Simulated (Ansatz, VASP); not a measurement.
# Ta2N: VASP beside Ansatz

INCAR

```
SYSTEM = Ta2N
  PREC = Accurate
  ENCUT = 520
  EDIFF = 1E-7
  ISMEAR = -1
  SIGMA = 0.05
  LREAL = .False.
  LASPH = .True.
  NELM = 100
  ALGO = Normal
  ISIF = 2
  LWAVE = .False.
  LCHARG = .False.
  GGA = PE
  NBANDS = 20
```

KPOINTS

```
regular mesh
0
Gamma
  10 10 6
  0 0 0
```

Contents of POSCAR:

```
Ta2N
1.0
    3.0493158896      0.0000000000      0.0000000000
   -1.5246579448      2.6407850245      0.0000000000
    0.0000000000      0.0000000000      4.7704285953
Ta N
2 1
Direct
    0.3333333333      0.6666666667      0.2547110000
    0.6666666667      0.3333333333      0.7452890000
    0.0000000000      0.0000000000      0.0000000000
```

File input.yaml:

```yaml
crystal:
  lattice:
    - [3.0493158896, 0.0, 0.0]
    - [-1.5246579448, 2.6407850245, 0.0]
    - [0.0, 0.0, 4.7704285953]
  atoms:
    - { symbol: Ta, position: [0.3333333333, 0.6666666667, 0.254711] }
    - { symbol: Ta, position: [0.6666666667, 0.3333333333, 0.745289] }
    - { symbol: "N", position: [0.0, 0.0, 0.0] }
hamiltonian:
  xc: pbe
  pseudopotentials: { kind: paw }
kpoints:
  mp_grid: { grid: [10, 10, 6] }
scf:
  occupations: { method: fermi_dirac, width: 0.05 }
output:
  forces: true
  stress: true
  eigenvalues: true
```

Change from the starting cell: volume scaled by 0.94.

Alike in both runs: task single point; functional PBE; k mesh 10 × 10 × 6; occupations fermi-dirac, width 0.05 eV; no spin polarisation.

|  | VASP | Ansatz |
| --- | --- | --- |
| version | VASP 6.6.1 | Ansatz 0.2.0 |
| potentials or method | VASP PAW PBE potentials, release 64 (Ta_pv, N) | Ansatz PAW |
| plane-wave cutoff (eV) | 520 | 420 |
| valence electrons in the cell | 27 | 31 |

VASP gave:

```
gap on the k mesh at the Fermi level (eV)       : none
pressure (GPa)                                  : 18.9
largest component of the traceless stress (GPa) : 1.11
rms of the force components (eV/Å)              : 0.197
```

Question: What did Ansatz give for the same quantities?

Answer: gap on the k mesh at the Fermi level (eV): none; pressure (GPa): 18.3; largest component of the traceless stress (GPa): 1.18; rms of the force components (eV/Å): 0.170.

Atom by atom the forces differ by 0.027 eV/Å (rms over components). A gap of «none» marks a metal or a gap that the smearing closes. The two sets of potentials don't hold the same shells in valence.

Caveats: the pressure holds a Pulay correction of +0.3 GPa for the finite cutoff (Ansatz). The runs have no spin-orbit coupling, so splittings on Ta are missing.
